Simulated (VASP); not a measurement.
Here is a VASP 6.6.1 calculation.

Contents of INCAR:

```
SYSTEM = CdSe
PREC     = Accurate       ! precision mode
ENCUT    = 600            ! plane-wave cutoff, eV
EDIFF    = 1E-6           ! SCF threshold, eV
ISMEAR   = 0              ! smearing method
SIGMA    = 0.03           ! smearing width, eV
LREAL    = .False.        ! projectors in reciprocal space
LASPH    = .True.         ! aspherical terms in the spheres
NELM     = 80             ! most SCF steps
ALGO     = Normal         ! electronic algorithm
ISIF     = 3              ! what is computed and relaxed
LWAVE    = .False.        ! write WAVECAR
LCHARG   = .False.        ! write CHGCAR
GGA      = PE             ! functional
IBRION   = 2              ! ionic algorithm
NSW      = 90             ! ionic steps
EDIFFG   = -0.01          ! ionic threshold
```

KPOINTS

```
regular mesh
0
Gamma
  9 9 4
  0 0 0
```

File POSCAR:

```
CdSe
1.0
    4.3000000000      0.0000000000      0.0000000000
   -2.1500000000      3.7239092363      0.0000000000
    0.0000000000      0.0000000000      7.0200000000
Cd Se
2 2
Direct
    0.3333333333      0.6666666667      0.0000000000
    0.6666666667      0.3333333333      0.5000000000
    0.3333333333      0.6666666667      0.3850000000
    0.6666666667      0.3333333333      0.8850000000
```

Potentials or basis: VASP PAW PBE potentials, release 64 (Cd, Se).

Command:

```sh
$ cat potpaw_PBE.64/Cd/POTCAR potpaw_PBE.64/Se/POTCAR > POTCAR
$ mpirun -np 1 vasp_std > vasp.out
```

**Question.** Estimate the relaxed cell.

**Answer.** a = 4.389 Å, b = 4.389 Å, c = 7.167 Å, α = 90.00°, β = 90.00°, γ = 120.00°.

**Question.** What does it give for the space group after relaxing (to 0.05 Å)?

**Answer.** P6_3mc (No. 186).

**Question.** Predict the relaxed volume.

**Answer.** 29.90 Å³/atom.

**Question.** What does it give for the band gap on the k mesh?

**Answer.** 0.53 eV, direct.

Forces on the atoms (eV/Å):
```
Cd   0.000  0.000  0.007
Cd   0.000  0.000  0.007
Se   0.000  0.000 -0.007
Se   0.000  0.000 -0.007
```

PBE usually gives volumes a little too large and moduli too small. Zero-point motion and thermal expansion aren't in these numbers.
